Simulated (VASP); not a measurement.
# BN (Fmm2) in VASP: further runs, part 2 of 3

VASP 6.6.1. Earlier steps stand in the parts before.

### Step 3. G0W0 quasiparticle levels, PBE

The input, POSCAR:

```
BN
1.0
    0.0000000000      3.4953158300      2.1660912400
    1.2516321000      0.0000000000      2.1660912400
    1.2516321000      3.4953158300      0.0000000000
N B
1 1
Direct
    0.6666513400      0.6666513400      0.3333486600
    0.0000486500      0.0000486500      0.9999513500
```

The input, INCAR.step1:

```
SYSTEM = BN
PREC = Accurate
ENCUT = 450
EDIFF = 1E-8
ISMEAR = 0
SIGMA = 0.01
LREAL = .FALSE.
LASPH = .TRUE.
NELM = 100
ALGO = Normal
LWAVE = .TRUE.
LCHARG = .FALSE.
GGA = PE
```

The input, INCAR.step2:

```
SYSTEM = BN
PREC = Accurate
ENCUT = 450
EDIFF = 1E-8
ISMEAR = 0
SIGMA = 0.01
LREAL = .FALSE.
LASPH = .TRUE.
NELM = 1
ALGO = Exact
LWAVE = .TRUE.
LCHARG = .FALSE.
GGA = PE
NBANDS = 20
LOPTICS = .TRUE.
ISTART = 1
```

The input, INCAR.step3:

```
SYSTEM = BN
PREC = Accurate
ENCUT = 450
EDIFF = 1E-8
ISMEAR = 0
SIGMA = 0.01
LREAL = .FALSE.
LASPH = .TRUE.
ALGO = EVGW0
LWAVE = .FALSE.
LCHARG = .FALSE.
GGA = PE
NELMGW = 1
NBANDS = 20
ENCUTGW = 180
NOMEGA = 50
PRECFOCK = Fast
ISTART = 1
NBANDSGW = 12
```

The input, KPOINTS:

```
Automatic mesh
0
G
  6 6 6
  0 0 0
```

Potentials or basis: VASP PAW PBE potentials, release 64 (N_GW, B_GW).

Command:

```
$ cat potpaw_PBE.64/N_GW/POTCAR potpaw_PBE.64/B_GW/POTCAR > POTCAR
$ cp INCAR.step1 INCAR
$ mpirun -np 1 vasp_std > vasp.out
$ cp INCAR.step2 INCAR
$ mpirun -np 1 vasp_std > vasp.out
$ cp INCAR.step3 INCAR
$ mpirun -np 1 vasp_std > vasp.out
```

OUTCAR:

```text
SYSTEM = BN
   PREC = Accurate
   ENCUT = 450
   EDIFF = 1E-8
   ISMEAR = 0
   LREAL = .FALSE.
   LASPH = .TRUE.
   GGA = PE
   NELMGW = 1
   ENCUTGW = 180
   PRECFOCK = Fast
   ISTART = 1

 ion  position               nearest neighbor table
   1  0.667  0.667  0.333-   2 1.44   2 1.44   2 1.44
   2  0.000  0.000  1.000-   1 1.44   1 1.44   1 1.44

  LATTYP: Found a face centered orthorhombic cell.
 ALAT       =     2.5032642000
 B/A-ratio  =     1.7306133647
 C/A-ratio  =     2.7926064137

  Lattice vectors:

 A1 = (   0.0000000000,   3.4953158300,   2.1660912400)
 A2 = (  -1.2516321000,   3.4953158300,   0.0000000000)
 A3 = (  -1.2516321000,   0.0000000000,   2.1660912400)

Analysis of symmetry for initial positions (statically):
=====================================================================
 Subroutine PRICEL returns:
 Original cell was already a primitive cell.

 Routine SETGRP: Setting up the symmetry group for a
 face centered orthorhombic supercell.

 Subroutine GETGRP returns: Found  4 space group operations
 (whereof  4 operations were pure point group operations)
 out of a pool of  8 trial point group operations.

The static configuration has the point symmetry C_2v.

Analysis of symmetry for dynamics (positions and initial velocities):
=====================================================================
 Subroutine PRICEL returns:
 Original cell was already a primitive cell.

 Routine SETGRP: Setting up the symmetry group for a
 face centered orthorhombic supercell.

 Subroutine GETGRP returns: Found  4 space group operations
 (whereof  4 operations were pure point group operations)
 out of a pool of  8 trial point group operations.

The dynamic configuration has the point symmetry C_2v.

 Subroutine INISYM returns: Found  4 space group operations
 (whereof  4 operations are pure point group operations),
 and found     1 'primitive' translations

----------------------------------------------------------------------------------------

                                     Primitive cell

  volume of cell :      18.9526

  direct lattice vectors                    reciprocal lattice vectors
     0.000000000  3.495315830  2.166091240    -0.399478409  0.143048590  0.230830535
     1.251632100  0.000000000  2.166091240     0.399478409 -0.143048590  0.230830535
     1.251632100  3.495315830  0.000000000     0.399478409  0.143048590 -0.230830535

  length of vectors
     4.112077822  2.501706252  3.712656147     0.483041027  0.483041027  0.483041027

  position of ions in fractional coordinates (direct lattice)
     0.666651340  0.666651340  0.333348660
     0.000048650  0.000048650  0.999951350

  ion indices of the primitive-cell ions
   primitive index   ion index
[... 22 lines left out ...]
     0.000000000  0.000000000  0.000000000

 Subroutine IBZKPT returns following result:
 ===========================================

 Found     46 irreducible k-points:

 Following reciprocal coordinates:
            Coordinates               Weight
  0.000000  0.000000  0.000000      1.000000
  0.166667  0.000000 -0.000000      8.000000
  0.333333  0.000000  0.000000      8.000000
  0.500000  0.000000  0.000000      4.000000
  0.166667  0.166667  0.000000      2.000000
  0.333333  0.166667  0.000000      8.000000
[... 16 lines left out ...]
 -0.166667  0.166667  0.166667      8.000000
  0.500000  0.333333  0.166667      4.000000
 [... further k-points ...]
   k-points           NKPTS =     46   k-points in BZ     NKDIM =    216   number of bands    NBANDS=     20
   number of dos      NEDOS =    301   number of ions     NIONS =      2
   total plane-waves  NPLWV =  14112
   dimension x,y,z NGX =    28 NGY =   18 NGZ =   28
   dimension x,y,z NGXF=    56 NGYF=   36 NGZF=   56
   ions per type =               1   1
   NGX,Y,Z   is equivalent  to a cutoff of  11.32, 11.96, 12.54 a.u.
   NGXF,Y,Z  is equivalent  to a cutoff of  22.64, 23.92, 25.08 a.u.
 SYSTEM =  BN
   PREC   = accura    normal or accurate (medium, high low for compatibility)
   ISTART =      1    job   : 0-new  1-cont  2-samecut
   ICHARG =      0    charge: 1-file 2-atom 10-const
   ISPIN  =      1    spin polarized calculation?
   LNONCOLLINEAR =      F non collinear calculations
   LSORBIT =      F    spin-orbit coupling
   LASPH  =      T    aspherical Exc in radial PAW
   ENCUT  =  450.0 eV  33.07 Ry    5.75 a.u.   7.11  4.33  6.42*2*pi/ulx,y,z
   NELM   =     60;   NELMIN=  2; NELMDL=  0     # of ELM steps
   EDIFF  = 0.1E-07   stopping-criterion for ELM
   LREAL  =      F    real-space projection
   EDIFFG = 0.1E-06   stopping-criterion for IOM
   NSW    =      0    number of steps for IOM
   IBRION =     -1    ionic relax: 0-MD 1-quasi-New 2-CG
   NFREE  =      0    steps in history (QN), initial steepest desc. (CG)
   ISIF   =      0    stress and relaxation
   ISYM   =      3    0-nonsym 1-usesym 2-fastsym
   POTIM  = 0.5000    time-step for ionic-motion
   TEBEG  =    0.0;   TEEND  =   0.0 temperature during run
   PSTRESS=    0.0 pullay stress
   NELECT =       8.0000    total number of electrons
   NUPDOWN=      -1.0000    fix difference up-down
   EMIN   =  10.00;   EMAX   =-10.00  energy-range for DOS
   EFERMI =   0.00;   METHOD = LEGACY
   ISMEAR =     0;   SIGMA  =   0.01  broadening in eV -4-tet -1-fermi 0-gaus
   EFERMI_NEDOS =   21; number of points for ismear=-14 and -15
   IALGO  =     38    algorithm
   IMIX   =      4    mixing-type and parameters
     AMIX     =   0.40;   BMIX     =  1.00
     AMIX_MAG =   1.60;   BMIX_MAG =  1.00
  volume/ion in A,a.u.               =       9.48        63.95
  Fermi-wavevector in a.u.,A,eV,Ry     =   1.228047  2.320672 20.518928  1.508099
  Thomas-Fermi vector in A             =   2.362987
   LORBIT       =      0    0 simple, 1 ext, 2 COOP (PROOUT), +10 PAW based schemes
   GGA     = PE    functional components
   LHFCALC =     T    Hartree Fock is set to
   PRECFOCK=fast      Normal, Fast or Accurate (Low or Medium for compatibility)
   ENCUT4O =  -1.0   cutoff for four orbital integrals eV
   NKREDX  =     1    reduce k-point grid by
   NKREDY  =     1    reduce k-point grid by
   NKREDZ  =     1    reduce k-point grid by
   AEXX    =    1.0000 exact exchange contribution
   HFSCREEN=    0.0000 screening length (either q_TF or 0.3 A-1)
   HFSCREENC=   0.0000 screening length for correlation (either q_TF or 0.3 A-1)
   ENCUTFOCK=  -1.0 apply spherical cutoff to Coloumb kernel
   IVDW    =     0    specifies the selected vdW correction
   LEPSILON=     F    determine dielectric tensor
   LRPA    =     F    only Hartree local field effects (RPA)
   LRPAFORCE           =     F    calculate RPA forces
   ENCUTGW             = 180.0    cutoff for response function in eV
   ENCUTGWSOFT         = 144.0    soft cutoff for Coulomb kernel in GW response function in eV
   ENCUTLF             =  -1.0    cutoff for local field effects
   NELMGW              =     1    number of iterations in solving QP/BSE equation
   NELMHF              =     1    number of iterations in the inner HF iteration
   NKREDLFX            =     1    NKREDLFY  =   1   NKREDLFZ  =   1
 non-spin polarized calculation
 Gauss-broadening in eV      SIGMA  =   0.01
  energy-cutoff  :      450.00
  volume of cell :       18.95
 maximum number of plane-waves:       431
  NGX = 18; NGY = 10; NGZ = 16
   NGX = 15   NGY =  9   NGZ = 13
 maximum number of plane-waves:       110
 NGX is ok and might be reduce to    18

 QP shifts <psi_nk| G(iteration)W_0 |psi_nk>: iteration 1
 for sc-GW calculations column KS-energies equals QP-energies in previous step
 and V_xc(KS)=  KS-energies - (<T + V_ion + V_H > + <T+V_H+V_ion>^1  + <V_x>^1)

 k-point   1 :       0.0000    0.0000    0.0000
  band No.  KS-energies  QP-energies   sigma(KS)   V_xc(KS)     V^pw_x(r,r')   Z            occupation Imag(sigma)

      1     -15.8569     -17.4349     -18.1568     -15.9915     -26.6569       0.7287       2.0000       1.4786
      2      -2.4619      -3.2916     -15.3055     -14.1869     -19.3695       0.7417       2.0000       0.2428
      3       0.5941       0.0014     -18.9209     -18.1811     -22.6263       0.8010       2.0000       0.1214
      4       0.6017       0.0034     -18.9422     -18.1967     -22.6478       0.8024       2.0000       0.1213
      5       6.8796       7.3669      -7.4160      -7.9945      -3.9824       0.8425       0.0000      -0.0910
      6      13.5360      16.0370     -11.1952     -14.2642      -7.2201       0.8149       0.0000      -0.1207
      7      13.5958      16.1110     -11.2415     -14.3359      -7.2565       0.8128       0.0000      -0.1214
      8      15.0021      17.0551     -12.3516     -15.0958      -6.2770       0.7481       0.0000      -0.7133
      9      16.4450      18.2904     -11.5470     -13.9350      -6.5823       0.7728       0.0000      -0.2505
     10      27.6226      29.3058      -7.9212     -10.0112      -2.5866       0.8053       0.0000      -1.0206
     11      28.7939      30.3231      -7.5449      -9.4544      -1.9862       0.8008       0.0000      -0.9664
     12      30.4619      32.4634      -7.6672     -10.0308      -3.2064       0.8468       0.0000      -0.9869
[... 356 lines left out ...]
      1     -13.8457     -15.3641     -18.6698     -16.6530     -26.6716       0.7529       2.0000       1.2789
      2      -4.9863      -6.1028     -17.6596     -16.1669     -22.5525       0.7480       2.0000       0.2651
      3      -1.6530      -2.4594     -18.3966     -17.3673     -22.5266       0.7834       2.0000       0.1508
      4      -0.3516      -1.0481     -15.4337     -14.5284     -18.7601       0.7693       2.0000       0.1577
      5       9.2471      10.7218     -10.4479     -12.3126      -6.5290       0.7909       0.0000      -0.1459
      6      11.1134      12.4192      -9.2984     -10.9200      -5.1232       0.8052       0.0000      -0.1575
      7      13.4743      15.0447      -9.5795     -11.5085      -5.4613       0.8141       0.0000      -0.1693
      8      18.6110      20.1068      -9.3706     -11.2529      -4.4950       0.7946       0.0000      -0.4361
      9      20.6195      23.4465     -12.0806     -15.6620      -6.6040       0.7894       0.0000      -0.5091
     10      22.6921      24.2975      -8.7724     -10.7275      -3.4885       0.8211       0.0000      -0.7157
     11      25.2475      26.8158      -7.4489      -9.2924      -3.1029       0.8507       0.0000      -0.6530
     12      25.6955      27.3855      -8.5011     -10.5463      -3.2099       0.8263       0.0000      -0.8245

 [... further k-points ...]
```

Run time: 4.3 min. Hardware: 1 thread of AMD EPYC 7R43 (Zen 3), shared host; peak memory 0.27 GiB.

Results:

- Band gap on the k mesh, mean-field level: 3.85 eV, indirect (least direct gap 4.56 eV)
- Quasiparticle gap: 5.30 eV
- Least direct quasiparticle gap: 6.25 eV

Caveat: the k mesh is coarse (spacing up to 0.51 Å⁻¹), so the values aren't converged; bands, screening cutoff and mesh are small and nothing is extrapolated, so the quasiparticle values aren't converged. A k mesh can miss the band edges.

### Step 4. G0W0 quasiparticle levels, LDA

POSCAR is that of step 3.

INCAR.step1: that of step 3 with these lines changed.

```diff
@@ -12,2 +12,2 @@
 LCHARG = .FALSE.
-GGA = PE
+GGA = CA
```

INCAR.step2: that of step 3 with these lines changed.

```diff
@@ -12,4 +12,4 @@
 LCHARG = .FALSE.
-GGA = PE
-NBANDS = 20
+GGA = CA
+NBANDS = 60
 LOPTICS = .TRUE.
```

INCAR.step3: that of step 3 with these lines changed.

```diff
@@ -11,6 +11,6 @@
 LCHARG = .FALSE.
-GGA = PE
+GGA = CA
 NELMGW = 1
-NBANDS = 20
-ENCUTGW = 180
+NBANDS = 60
+ENCUTGW = 120
 NOMEGA = 50
```

KPOINTS is that of step 3.

Potentials or basis: VASP PAW LDA potentials, release 64 (N_GW, B_GW).

Command:

```
$ cat potpaw_LDA.64/N_GW/POTCAR potpaw_LDA.64/B_GW/POTCAR > POTCAR
$ cp INCAR.step1 INCAR
$ mpirun -np 1 vasp_std > vasp.out
$ cp INCAR.step2 INCAR
$ mpirun -np 1 vasp_std > vasp.out
$ cp INCAR.step3 INCAR
$ mpirun -np 1 vasp_std > vasp.out
```

OUTCAR:

```text
SYSTEM = BN
   PREC = Accurate
   ENCUT = 450
   EDIFF = 1E-8
   ISMEAR = 0
   LREAL = .FALSE.
   LASPH = .TRUE.
   GGA = CA
   NELMGW = 1
   ENCUTGW = 120
   PRECFOCK = Fast
   ISTART = 1

 ion  position               nearest neighbor table
   1  0.667  0.667  0.333-   2 1.44   2 1.44   2 1.44
   2  0.000  0.000  1.000-   1 1.44   1 1.44   1 1.44

  LATTYP: Found a face centered orthorhombic cell.
 ALAT       =     2.5032642000
 B/A-ratio  =     1.7306133647
 C/A-ratio  =     2.7926064137

  Lattice vectors:

 A1 = (   0.0000000000,   3.4953158300,   2.1660912400)
 A2 = (  -1.2516321000,   3.4953158300,   0.0000000000)
 A3 = (  -1.2516321000,   0.0000000000,   2.1660912400)

Analysis of symmetry for initial positions (statically):
[... 168 lines left out ...]
   NELMGW              =     1    number of iterations in solving QP/BSE equation
   NELMHF              =     1    number of iterations in the inner HF iteration
   NKREDLFX            =     1    NKREDLFY  =   1   NKREDLFZ  =   1
 non-spin polarized calculation
 Gauss-broadening in eV      SIGMA  =   0.01
  energy-cutoff  :      450.00
  volume of cell :       18.95
 maximum number of plane-waves:       431
  NGX = 18; NGY = 10; NGZ = 16
   NGX = 15   NGY =  9   NGZ = 13
 maximum number of plane-waves:        62
 NGX is ok and might be reduce to    18

 QP shifts <psi_nk| G(iteration)W_0 |psi_nk>: iteration 1
 for sc-GW calculations column KS-energies equals QP-energies in previous step
 and V_xc(KS)=  KS-energies - (<T + V_ion + V_H > + <T+V_H+V_ion>^1  + <V_x>^1)

 k-point   1 :       0.0000    0.0000    0.0000
  band No.  KS-energies  QP-energies   sigma(KS)   V_xc(KS)     V^pw_x(r,r')   Z            occupation Imag(sigma)

      1     -15.7650     -17.5776     -18.3312     -15.8369     -26.4943       0.7267       2.0000       1.2804
      2      -2.6161      -3.5624     -15.6439     -14.3625     -19.2558       0.7385       2.0000       0.2094
      3       0.4578      -0.3410     -19.3226     -18.3169     -22.5979       0.7943       2.0000       0.0985
      4       0.4656      -0.3429     -19.3466     -18.3323     -22.6204       0.7971       2.0000       0.0984
      5       6.4053       7.1199      -7.7080      -8.5584      -3.9942       0.8402       0.0000      -0.0892
      6      13.2895      15.3394     -12.0408     -14.5811      -7.2365       0.8070       0.0000      -0.1186
      7      13.3512      15.4095     -12.0951     -14.6519      -7.2739       0.8050       0.0000      -0.1185
      8      14.7016      16.4571     -13.1202     -15.4829      -6.2765       0.7430       0.0000      -0.6852
      9      16.3912      17.7416     -12.3466     -14.0997      -6.6025       0.7703       0.0000      -0.2447
     10      27.2191      28.4443      -8.9972     -10.5402      -2.6061       0.7941       0.0000      -0.9920
     11      28.1931      29.5825      -8.4208     -10.1763      -1.9819       0.7914       0.0000      -0.9363
     12      30.2395      31.5459      -8.6643     -10.2375      -3.1262       0.8304       0.0000      -0.9877
[... 356 lines left out ...]
      1     -13.7431     -15.5148     -18.8628     -16.4812     -26.5026       0.7439       2.0000       1.1080
      2      -5.0621      -6.3226     -17.9733     -16.2748     -22.5268       0.7421       2.0000       0.2379
      3      -1.7919      -2.7556     -18.7633     -17.5225     -22.5060       0.7766       2.0000       0.1272
      4      -0.5129      -1.3611     -15.7674     -14.6641     -18.6024       0.7689       2.0000       0.1312
      5       8.9395      10.2416     -10.9484     -12.6028      -6.5007       0.7870       0.0000      -0.1390
      6      10.8059      11.9631      -9.7089     -11.1568      -4.9667       0.7993       0.0000      -0.1583
      7      13.1705      14.5553     -10.5007     -12.2146      -5.7037       0.8080       0.0000      -0.1637
      8      18.2010      19.5490      -9.8892     -11.5948      -4.3965       0.7903       0.0000      -0.4211
      9      20.3146      22.6329     -13.0566     -16.0196      -6.6193       0.7824       0.0000      -0.4934
     10      22.2706      23.6626      -9.5674     -11.2810      -3.5112       0.8124       0.0000      -0.6872
     11      24.9375      26.1474      -8.1815      -9.6147      -3.0330       0.8442       0.0000      -0.6541
     12      25.2361      26.7809      -9.3973     -11.2887      -3.3103       0.8167       0.0000      -0.8113

 [... further k-points ...]
```

OUTCAR.step1:

```text
SYSTEM = BN
   PREC = Accurate
   ENCUT = 450
   EDIFF = 1E-8
   ISMEAR = 0
   LREAL = .FALSE.
   LASPH = .TRUE.
[... 487 lines left out ...]
      1.25163      3.49532      2.88806         0.000000      0.000000     -0.009649
      1.25163      3.49532      0.00021         0.000000      0.000000      0.009649
 -----------------------------------------------------------------------------------
    total drift:                                0.000002     -0.000001      0.000067

  FREE ENERGIE OF THE ION-ELECTRON SYSTEM (eV)
  ---------------------------------------------------
  free  energy   TOTEN  =       -19.2972916613 eV

  energy  without entropy=      -19.2972916613  energy(sigma->0) =      -19.29729166
```

Wall time 11 min (1 thread of AMD EPYC 7R43 (Zen 3), shared host); peak memory 0.3 GiB.

What came out:

```yaml
Band_gap_on_the_k_mesh_mean-field_level: 3.65 eV, indirect (least direct gap 4.42 eV)
Quasiparticle_gap: 5.29 eV
Least_direct_quasiparticle_gap: 6.23 eV
```

Caveat: the k mesh is coarse (spacing up to 0.51 Å⁻¹), so the values aren't converged; bands, screening cutoff and mesh are small and nothing is extrapolated, so the quasiparticle values aren't converged. A k mesh can miss the band edges.

(Continued in part 3 of 3.)
